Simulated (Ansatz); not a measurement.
# Ni: a scan of SCF settings

Aim: run Ni with the default SCF settings, then change one group of settings at a time and see what moves: the number of iterations, the state or the numbers. The cell (1 atom) is Ni in its deposited structure (space group Fm-3m). Source: COD entry 4320492.

Program: Ansatz 0.2.0. Level of theory: DFT PBE, PAW, plane waves, scalar-relativistic. These are calculated values, not measurements.

## Step 1: Starting point

The structure is cubic, space group Fm-3m (No. 225). Conventional cell: a = 3.529 Å, b = 3.529 Å, c = 3.529 Å, α = 90.00°, β = 90.00°, γ = 90.00°. Around Ni (site symmetry m-3m) lie 12 Ni at 2.50 Å.

Structure file:

```cif
data_structure
_symmetry_space_group_name_H-M 'P 1'
_symmetry_Int_Tables_number 1
_cell_length_a 2.4955
_cell_length_b 2.4955
_cell_length_c 2.4955
_cell_angle_alpha 60.000
_cell_angle_beta 60.000
_cell_angle_gamma 60.000
_cell_volume 10.99
loop_
_atom_site_label
_atom_site_type_symbol
_atom_site_fract_x
_atom_site_fract_y
_atom_site_fract_z
_atom_site_occupancy
Ni1 Ni 0.00000 0.00000 0.00000 1
```

Atoms are counted from 1 in the order of input.yaml (Ni1 and so on).

Changes shown after the default run: MSR1 mixing, preconditioner none; Broyden, β 1.0, history 8, no preconditioner; Broyden, β 0.1, history 8, no preconditioner; Broyden, β 0.3, preconditioner Kerker; direct minimisation; cutoff 700 eV; density-residual threshold 1e-3 eV; Anderson, β 0.8, backtracking line search; fixed occupations.

The search for lower states is off throughout, and inputs that name a mixer don't switch to direct minimisation unless they say so. Spin polarisation is off.

## Step 2: Default SCF settings

Contents of input.yaml:

```yaml
crystal:
  lattice:
    - [0.0, 1.76458, 1.76458]
    - [1.76458, 0.0, 1.76458]
    - [1.76458, 1.76458, 0.0]
  atoms:
    - { symbol: Ni, position: [0.0, 0.0, 0.0] }
hamiltonian:
  xc: pbe
  pseudopotentials: { kind: paw }
basis:
  ecutwfc: 420
kpoints:
  mp_grid: { grid: [12, 12, 12] }
scf:
  occupations: { method: fermi_dirac, width: 0.05 }
  lower_state_search: "off"
output:
  forces: true
  stress: true
```

On the command line:

```console
ansatz run input.yaml --threads 2 --pin off --max-ram 5120MiB --backend cpu --events-out ev --progress --plain --runs-dir out
```

Standard output, cut to the lines that bear on the results:

```text
[...]
Pseudopotentials: kind: paw
Pseudopotential: Ni, paw, valence charge 18, recommended cutoff 420 eV (normal), Ni.paw.azcp
Functional definition: PBE
[...]
Crystal: 1 atoms, lattice volume = 10.989 Å³
Basis set: ecut = 420 eV, 181 PW (Γ), exchange–correlation on 36×36×36 points (8 copies of the dense FFT grid, shifted against one another)
Bands: 13, of which v1, the nominal top of the filled ones, is band 9 counted from 1 (8 counted from 0)
Symmetry: 48 space group operations
Space group: Fm-3m (ITA 225), of the structure as read, at distance tolerance 2.2e-5 Å
k-points: 72 of 1728
[...]
SCF iter   1: F=—  HF=-5839.679629 eV  |F-HF|=—  |Δ(HF+E_count)|=         —  Δρ=3.14e-3  dr2=1.34e-4  ethr=1.77e-3  ⟨swp⟩=5.7  Hψ=5115  notcnv=0
[...]
SCF iter   6: F=-5839.679598 eV  HF=-5839.679598 eV  |F-HF|=6.12e-9  |Δ(HF+E_count)|=   5.91e-9  Δρ=1.17e-5  dr2=6.87e-9  ethr=3.20e-10  ⟨swp⟩=2.9  Hψ=3321  notcnv=0
[...]
SCF converged after 6 iterations
Free energy (F): -5839.679598 eV
[...]
E sigma→0 (E₀):  -5839.665781 eV
Entropy (-TS):   -0.027632 eV (-27.632 meV/atom)
Fermi energy:    17.760024 eV
[...]
--- Forces (eV/Å), atoms counted from 1 ---
  atom   1  Ni     0.00000000     0.00000000    -0.00000000
[...]
--- Stress (GPa, compression-positive) ---
       -2.989212       0.000000       0.000000
        0.000000      -2.989212      -0.000000
        0.000000      -0.000000      -2.989212
  P = ⅓ Tr σ = -2.9892 GPa (-29.892 kbar)
```

Run time: 0.84 s. Hardware: 2 threads of AMD EPYC 7R43 (Zen 3), shared host; peak memory 0.32 GiB.

The reference: 6 iterations with the default settings (MSR1 mixing, preconditioner none); with no gap on the k-mesh.

## Step 3: MSR1 mixing, preconditioner none

input.yaml, as its differences from that of step 2:

```diff
@@ -17,2 +17,5 @@
   lower_state_search: "off"
+  algorithm: density_mixing
+  max_iter: 70
+  mixing: { algorithm: msr1, preconditioner: none }
 output:
```

On the command line:

```console
ansatz run input.yaml --threads 2 --pin off --max-ram 5120MiB --backend cpu --events-out ev --progress --plain --runs-dir out
```

Standard output, cut to the lines that bear on the results:

```text
[... 20 lines as in an earlier run ...]
SCF iter   1: F=—  HF=-5839.679629 eV  |F-HF|=—  |Δ(HF+E_count)|=         —  Δρ=3.14e-3  dr2=1.34e-4  ethr=1.77e-3  ⟨swp⟩=5.7  Hψ=5115  notcnv=0
[...]
SCF iter   6: F=-5839.679598 eV  HF=-5839.679598 eV  |F-HF|=4.64e-9  |Δ(HF+E_count)|=   3.06e-9  Δρ=8.96e-6  dr2=4.54e-9  ethr=6.82e-11  ⟨swp⟩=2.2  Hψ=3332  notcnv=0
[...]
SCF converged after 6 iterations
Free energy (F): -5839.679598 eV
[...]
E sigma→0 (E₀):  -5839.665781 eV
Entropy (-TS):   -0.027632 eV (-27.632 meV/atom)
Fermi energy:    17.760012 eV
[... 23 lines left out: energy terms, forces, stress ...]
```

Wall time 0.91 s (2 threads of AMD EPYC 7R43 (Zen 3), shared host); peak memory 0.32 GiB.

The count stays at 6. Against the default run: the same free energy.

## Step 4: Broyden, β 1.0, history 8, no preconditioner

input.yaml, as its differences from that of step 3:

```diff
@@ -19,3 +19,3 @@
   max_iter: 70
-  mixing: { algorithm: msr1, preconditioner: none }
+  mixing: { algorithm: broyden, ndim: 8, beta: 1.0, preconditioner: none }
 output:
```

On the command line:

```console
ansatz run input.yaml --threads 2 --pin off --max-ram 5120MiB --backend cpu --events-out ev --progress --plain --runs-dir out
```

Standard output, cut to the lines that bear on the results:

```text
[... 20 lines as in an earlier run ...]
SCF iter   1: F=—  HF=-5839.679628 eV  |F-HF|=—  |Δ(HF+E_count)|=         —  Δρ=3.14e-3  dr2=1.34e-4  ethr=1.77e-3  ⟨swp⟩=5.7  Hψ=5115  notcnv=0
[...]
SCF iter   5: F=-5839.679598 eV  HF=-5839.679598 eV  |F-HF|=4.24e-9  |Δ(HF+E_count)|=   1.20e-9  Δρ=8.11e-6  dr2=3.81e-9  ethr=2.22e-12  ⟨swp⟩=1.8  Hψ=3047  notcnv=0
[...]
SCF converged after 5 iterations
Stability not checked: this state was not tested for a lower state beside it, because the mixer in use, unlike msr1, does not test its closes by its own steps (another_mixer; see scf.mixing.algorithm and scf.lower_state_search)
Free energy (F): -5839.679598 eV
[...]
E sigma→0 (E₀):  -5839.665781 eV
Entropy (-TS):   -0.027632 eV (-27.632 meV/atom)
Fermi energy:    17.760009 eV
[... 23 lines left out: energy terms, forces, stress ...]
```

It took 0.8 s on 2 threads of AMD EPYC 7R43 (Zen 3), shared host; peak memory 0.28 GiB.

It takes 5 iterations (default 6). Against the default run: the same free energy.

## Step 5: Broyden, β 0.1, history 8, no preconditioner

input.yaml, as its differences from that of step 4:

```diff
@@ -19,3 +19,3 @@
   max_iter: 70
-  mixing: { algorithm: broyden, ndim: 8, beta: 1.0, preconditioner: none }
+  mixing: { algorithm: broyden, ndim: 8, beta: 0.1, preconditioner: none }
 output:
```

On the command line:

```console
ansatz run input.yaml --threads 2 --pin off --max-ram 5120MiB --backend cpu --events-out ev --progress --plain --runs-dir out
```

Standard output, cut to the lines that bear on the results:

```text
[... 20 lines as in an earlier run ...]
SCF iter   1: F=—  HF=-5839.679628 eV  |F-HF|=—  |Δ(HF+E_count)|=         —  Δρ=3.14e-3  dr2=1.34e-4  ethr=1.77e-3  ⟨swp⟩=5.7  Hψ=5115  notcnv=0
[...]
SCF iter  10: F=-5839.679598 eV  HF=-5839.679598 eV  |F-HF|=2.90e-9  |Δ(HF+E_count)|=   4.80e-8  Δρ=6.92e-6  dr2=2.41e-9  ethr=5.56e-10  ⟨swp⟩=3.1  Hψ=3537  notcnv=0
[...]
SCF converged after 10 iterations
[... 1 line as in an earlier run ...]
Free energy (F): -5839.679598 eV
[...]
E sigma→0 (E₀):  -5839.665781 eV
Entropy (-TS):   -0.027633 eV (-27.633 meV/atom)
Fermi energy:    17.759898 eV
[... 23 lines left out: energy terms, forces, stress ...]
```

Wall time 1.1 s (2 threads of AMD EPYC 7R43 (Zen 3), shared host); peak memory 0.32 GiB.

It takes 10 iterations (default 6). Against the default run: the same free energy.

## Step 6: Broyden, β 0.3, preconditioner Kerker

input.yaml, as its differences from that of step 5:

```diff
@@ -19,3 +19,3 @@
   max_iter: 70
-  mixing: { algorithm: broyden, ndim: 8, beta: 0.1, preconditioner: none }
+  mixing: { algorithm: broyden, beta: 0.3, preconditioner: kerker }
 output:
```

On the command line:

```console
ansatz run input.yaml --threads 2 --pin off --max-ram 5120MiB --backend cpu --events-out ev --progress --plain --runs-dir out
```

Standard output, cut to the lines that bear on the results:

```text
[... 20 lines as in an earlier run ...]
SCF iter   1: F=—  HF=-5839.679628 eV  |F-HF|=—  |Δ(HF+E_count)|=         —  Δρ=3.14e-3  dr2=1.34e-4  ethr=1.77e-3  ⟨swp⟩=5.7  Hψ=5115  notcnv=0
[...]
SCF iter   8: F=-5839.679598 eV  HF=-5839.679598 eV  |F-HF|=2.18e-8  |Δ(HF+E_count)|=   4.55e-8  Δρ=2.15e-5  dr2=2.80e-8  ethr=5.56e-10  ⟨swp⟩=4.0  Hψ=3149  notcnv=0
[...]
SCF converged after 8 iterations
[... 1 line as in an earlier run ...]
Free energy (F): -5839.679598 eV
[...]
E sigma→0 (E₀):  -5839.665781 eV
Entropy (-TS):   -0.027632 eV (-27.632 meV/atom)
Fermi energy:    17.760096 eV
[... 23 lines left out: energy terms, forces, stress ...]
```

Run time: 0.97 s. Hardware: 2 threads of AMD EPYC 7R43 (Zen 3), shared host; peak memory 0.32 GiB.

8 iterations against 6; the same free energy.

## Step 7: Direct minimisation

input.yaml, as its differences from that of step 6:

```diff
@@ -17,5 +17,4 @@
   lower_state_search: "off"
-  algorithm: density_mixing
-  max_iter: 70
-  mixing: { algorithm: broyden, beta: 0.3, preconditioner: kerker }
+  algorithm: direct_min
+  max_iter: 150
 output:
```

On the command line:

```console
ansatz run input.yaml --threads 2 --pin off --max-ram 5120MiB --backend cpu --events-out ev --progress --plain --runs-dir out
```

Standard output, cut to the lines that bear on the results:

```text
[... 20 lines as in an earlier run ...]
SCF iter   1: F=—  HF=-5839.679527 eV  |F-HF|=—  |Δ(HF+E_count)|=         —  Δρ=3.32e-3  dr2=2.12e-4  ethr=1.77e-3  ⟨swp⟩=6.5  Hψ=4154  notcnv=0
[...]
SCF iter   4: F=-5839.679598 eV  HF=-5839.679598 eV  |F-HF|=3.07e-10  |Δ(HF+E_count)|=   7.82e-8  Δρ=2.94e-6  dr2=7.41e-10  ethr=8.92e-10  ⟨swp⟩=2.9  Hψ=1734  notcnv=0
[...]
SCF converged after 4 iterations
Stability not checked: this state was not tested for a lower state beside it, because a direct minimisation reached the state, and no test of it is asked (direct_minimisation; see scf.lower_state_search)
Free energy (F): -5839.679598 eV
[...]
E sigma→0 (E₀):  -5839.665781 eV
Entropy (-TS):   -0.027633 eV (-27.633 meV/atom)
Fermi energy:    17.759968 eV
[... 28 lines left out: energy terms, forces, stress, bands ...]
```

It took 1.7 s on 2 threads of AMD EPYC 7R43 (Zen 3), shared host; peak memory 0.34 GiB.

Compared with step 2: the same free energy; 4 iterations in place of 6.

## Step 8: Cutoff 700 eV

input.yaml, as its differences from that of step 7:

```diff
@@ -11,3 +11,3 @@
 basis:
-  ecutwfc: 420
+  ecutwfc: 700
 kpoints:
@@ -17,4 +17,2 @@
   lower_state_search: "off"
-  algorithm: direct_min
-  max_iter: 150
 output:
```

On the command line:

```console
ansatz run input.yaml --threads 2 --pin off --max-ram 5120MiB --backend cpu --events-out ev --progress --plain --runs-dir out
```

Standard output, cut to the lines that bear on the results:

```text
[... 9 lines as in an earlier run ...]
Basis set: ecut = 700 eV, 459 PW (Γ), exchange–correlation on 48×48×48 points (8 copies of the dense FFT grid, shifted against one another)
[... 10 lines as in an earlier run ...]
SCF iter   1: F=—  HF=-5839.682099 eV  |F-HF|=—  |Δ(HF+E_count)|=         —  Δρ=3.15e-3  dr2=1.57e-4  ethr=1.77e-3  ⟨swp⟩=5.8  Hψ=5156  notcnv=0
[...]
SCF iter   6: F=-5839.681971 eV  HF=-5839.681971 eV  |F-HF|=1.64e-11  |Δ(HF+E_count)|=  4.23e-10  Δρ=6.61e-7  dr2=1.59e-11  ethr=1.11e-11  ⟨swp⟩=2.9  Hψ=3288  notcnv=0
[...]
SCF converged after 6 iterations
Free energy (F): -5839.681971 eV
[...]
E sigma→0 (E₀):  -5839.668153 eV
Entropy (-TS):   -0.027636 eV (-27.636 meV/atom)
Fermi energy:    17.756486 eV
[...]
--- Forces (eV/Å), atoms counted from 1 ---
  atom   1  Ni    -0.00000000     0.00000000     0.00000000
[...]
--- Stress (GPa, compression-positive) ---
       -3.030576       0.000000       0.000000
        0.000000      -3.030576       0.000000
        0.000000      -0.000000      -3.030576
  P = ⅓ Tr σ = -3.0306 GPa (-30.306 kbar)
```

Run time: 1.1 s. Hardware: 2 threads of AMD EPYC 7R43 (Zen 3), shared host; peak memory 0.35 GiB.

6 iterations, as in the default run; free energy shifted by -2.4 meV/atom.

## Step 9: Density-residual threshold 1e-3 eV

input.yaml, as its differences from that of step 8:

```diff
@@ -11,3 +11,3 @@
 basis:
-  ecutwfc: 700
+  ecutwfc: 420
 kpoints:
@@ -17,2 +17,3 @@
   lower_state_search: "off"
+  convergence: { dr2_threshold: "1e-3 eV" }
 output:
```

On the command line:

```console
ansatz run input.yaml --threads 2 --pin off --max-ram 5120MiB --backend cpu --events-out ev --progress --plain --runs-dir out
```

Standard output, cut to the lines that bear on the results:

```text
Warning: scf.convergence.dr2_threshold = 1e-3 eV is looser than this run's default, which is 1e-7 eV or tighter. The error in the forces grows as the threshold's square root, so leave the key out unless less accurate forces are enough
Warning: output.stress: scf.convergence.dr2_threshold = 1e-3 eV is looser than the 1e-10 eV advised for a printed stress (1e-10 eV for each atom of the cell: 1). What an SCF threshold leaves in a stress goes as its square root, and in the free energy as the threshold itself, and one [...]
[... 20 lines as in an earlier run ...]
SCF iter   1: F=—  HF=-5839.679632 eV  |F-HF|=—  |Δ(HF+E_count)|=         —  Δρ=3.14e-3  dr2=1.34e-4  ethr=1.77e-3  ⟨swp⟩=5.7  Hψ=5115  notcnv=0
[...]
SCF iter   6: F=-5839.679598 eV  HF=-5839.679598 eV  |F-HF|=6.00e-9  |Δ(HF+E_count)|=   5.93e-9  Δρ=1.16e-5  dr2=6.77e-9  ethr=3.19e-10  ⟨swp⟩=1.0  Hψ=2598  notcnv=0
[...]
SCF converged after 6 iterations
Free energy (F): -5839.679598 eV
[...]
E sigma→0 (E₀):  -5839.665781 eV
Entropy (-TS):   -0.027632 eV (-27.632 meV/atom)
Fermi energy:    17.760023 eV
[...]
--- Forces (eV/Å), atoms counted from 1 ---
  atom   1  Ni     0.00000000     0.00000000     0.00000000
[...]
--- Stress (GPa, compression-positive) ---
       -2.989009       0.000000      -0.000000
       -0.000000      -2.989009      -0.000000
        0.000000      -0.000000      -2.989009
  P = ⅓ Tr σ = -2.9890 GPa (-29.890 kbar)
```

It took 0.77 s on 2 threads of AMD EPYC 7R43 (Zen 3), shared host; peak memory 0.32 GiB.

6 iterations, as in the default run; the same free energy, the program's other tests kept it going past the loose threshold.

This setting is poor on purpose, so its numbers aren't to be taken as properties of the material.

## Step 10: Anderson, β 0.8, backtracking line search

input.yaml, as its differences from that of step 9:

```diff
@@ -17,3 +17,5 @@
   lower_state_search: "off"
-  convergence: { dr2_threshold: "1e-3 eV" }
+  algorithm: density_mixing
+  max_iter: 70
+  mixing: { algorithm: anderson, beta: 0.8, globalisation: backtrack }
 output:
```

On the command line:

```console
ansatz run input.yaml --threads 2 --pin off --max-ram 5120MiB --backend cpu --events-out ev --progress --plain --runs-dir out
```

Standard output, cut to the lines that bear on the results:

```text
[... 20 lines as in an earlier run ...]
[...]
SCF iter   1: F=—  HF=-5839.679562 eV  |F-HF|=—  |Δ(HF+E_count)|=         —  Δρ=3.32e-3  dr2=2.12e-4  ethr=2.25e-7  ⟨swp⟩=2.3  Hψ=7008  notcnv=0
[...]
SCF iter   5: F=-5839.679598 eV  HF=-5839.679598 eV  |F-HF|=6.09e-11  |Δ(HF+E_count)|=   9.13e-9  Δρ=1.35e-6  dr2=4.96e-11  ethr=1.67e-10  ⟨swp⟩=4.0  Hψ=3159  notcnv=0
[...]
SCF converged after 5 iterations
[... 1 line as in an earlier run ...]
Free energy (F): -5839.679598 eV
[...]
E sigma→0 (E₀):  -5839.665781 eV
Entropy (-TS):   -0.027633 eV (-27.633 meV/atom)
Fermi energy:    17.759946 eV
[... 23 lines left out: energy terms, forces, stress ...]
```

Run time: 0.75 s. Hardware: 2 threads of AMD EPYC 7R43 (Zen 3), shared host; peak memory 0.32 GiB.

It takes 5 iterations (default 6). Against the default run: the same free energy.

## Step 11: Fixed occupations

input.yaml, as its differences from that of step 10:

```diff
@@ -15,7 +15,5 @@
 scf:
-  occupations: { method: fermi_dirac, width: 0.05 }
+  occupations: { method: fixed }
   lower_state_search: "off"
-  algorithm: density_mixing
   max_iter: 70
-  mixing: { algorithm: anderson, beta: 0.8, globalisation: backtrack }
 output:
```

On the command line:

```console
ansatz run input.yaml --threads 2 --pin off --max-ram 5120MiB --backend cpu --events-out ev --progress --plain --runs-dir out
```

Standard output, cut to the lines that bear on the results:

```text
[... 20 lines as in an earlier run ...]
SCF iter   1: F=—  HF=-5839.468922 eV  |F-HF|=—  |Δ(HF+E_count)|=         —  Δρ=2.82e-2  dr2=1.04e-2  ethr=1.77e-3  ⟨swp⟩=4.3  Hψ=4378  notcnv=0  defer=141
[...]
SCF iter   6: F=-5839.465082 eV  HF=-5839.465082 eV  |F-HF|=2.18e-8  |Δ(HF+E_count)|=   2.66e-9  Δρ=2.08e-5  dr2=2.57e-8  ethr=2.30e-10  ⟨swp⟩=5.0  Hψ=4753  notcnv=0
WARN: a fill by count may have filled part of one level: at k-index 0 the highest filled band, 17.031348 eV, and the lowest empty band, 17.031348 eV, stand 3.553e-15 eV apart, within the solve's uncertainty, 3.162e-4 eV. If they are one level, whatever splits it, however little, can move [...]
SCF converged after 6 iterations
Free energy (F): -5839.465082 eV
[...]
E sigma→0 (E₀):  -5839.465082 eV
Fermi energy:    17.986843 eV
[...]
--- Forces (eV/Å), atoms counted from 1 ---
  atom   1  Ni     0.00000000     0.00000000    -0.00000000
[...]
--- Stress (GPa, compression-positive) ---
        1.140734      -0.000000      -0.000000
        0.000000       1.140734       0.000000
        0.000000       0.000000       1.140734
  P = ⅓ Tr σ = 1.1407 GPa (11.407 kbar)
--- Band table (eV; the first three rows and the last of 72) ---
  k-point 0: bands = ["-85.2094", "-45.4829", "-45.4829", "-45.4829", "8.8813", "15.9679", "15.9679", "15.9679", "17.0313", "17.0313", "41.3002", "45.2408", "45.2408"]
[...]
```

Run time: 0.9 s. Hardware: 2 threads of AMD EPYC 7R43 (Zen 3), shared host; peak memory 0.31 GiB.

6 iterations, as in the default run; free energy shifted by +215 meV/atom, zero-width estimate shifted by +201 meV/atom, but the bands overlap, so whole fillings don't suit this cell, pressure 1.1 GPa against -3.0.

## Step 12: Comparison

```tsv
step	settings	iterations	time	against the default run
2	default SCF settings	6	0.84 s	reference
3	MSR1 mixing, preconditioner none	6	0.91 s	the same free energy
4	Broyden, β 1.0, history 8, no preconditioner	5	0.8 s	the same free energy
5	Broyden, β 0.1, history 8, no preconditioner	10	1.1 s	the same free energy
6	Broyden, β 0.3, preconditioner Kerker	8	0.97 s	the same free energy
7	direct minimisation	4	1.7 s	the same free energy
8	cutoff 700 eV	6	1.1 s	free energy shifted by -2.4 meV/atom
9	density-residual threshold 1e-3 eV	6	0.77 s	the same free energy, the program's other tests kept it going past the loose threshold
10	Anderson, β 0.8, backtracking line search	5	0.75 s	the same free energy
11	fixed occupations	6	0.9 s	free energy shifted by +215 meV/atom, zero-width estimate shifted by +201 meV/atom, but the bands overlap, so whole fillings don't suit this cell, pressure 1.1 GPa against -3.0
```

Decimal logarithm of the largest residual (eV) by iteration, counted through all cycles of a run (8 of the 10 runs):

```
iteration  step 2  step 3  step 4  step 5  step 6  step 7  step 8  step 9
        1    -3.9    -3.9    -3.9    -3.9    -3.9    -3.7    -3.8    -3.9
        2    -4.3    -4.5    -3.6    -3.8    -4.1    -5.2    -4.6    -4.3
        3    -4.4    -3.9    -3.7    -3.8    -4.1    -6.8    -5.8    -4.4
        4    -5.4    -5.2    -9.4    -3.4    -4.3    -9.1    -7.8    -5.4
        5    -7.2    -7.9    -8.4    -4.7    -5.2       -    -8.7    -7.2
        6    -8.2    -8.3       -    -4.0    -5.7       -   -10.8    -8.2
        7       -       -       -    -4.1    -6.6       -       -       -
        8       -       -       -    -6.4    -7.6       -       -       -
        9       -       -       -    -6.6       -       -       -       -
       10       -       -       -    -8.6       -       -       -       -
```

## Step 13: Summary of results

```
                                                                                             quantity                                              value
                                                                                          default run            6 iterations, with no gap on the k-mesh
fewest iterations to that state among the runs shown (an iteration of direct minimisation costs more)                            4 (direct minimisation)
                                                                                most iterations to it  10 (Broyden, β 0.1, history 8, no preconditioner)
                                          runs that end in another state, among changes of path alone                                                  0
                               largest shift of the free energy by occupations, cutoff, mesh or field                  +215 meV/atom (fixed occupations)
```

In words: 7 runs solve the same problem and reach the default's state, in 4 to 10 iterations: there the settings change the path, not the answer. Occupations, cutoff, mesh and fields change the problem that is solved, not just the path; the largest shift here is that of “fixed occupations”. Counts include iterations that the program adds to test a close, so a difference of one or two ranks nothing. The starting density is a sum of atomic densities corrected by a trained network, so it is already close to self-consistency.

Real Ni is ferromagnetic; without spin these runs don't describe its ground state.
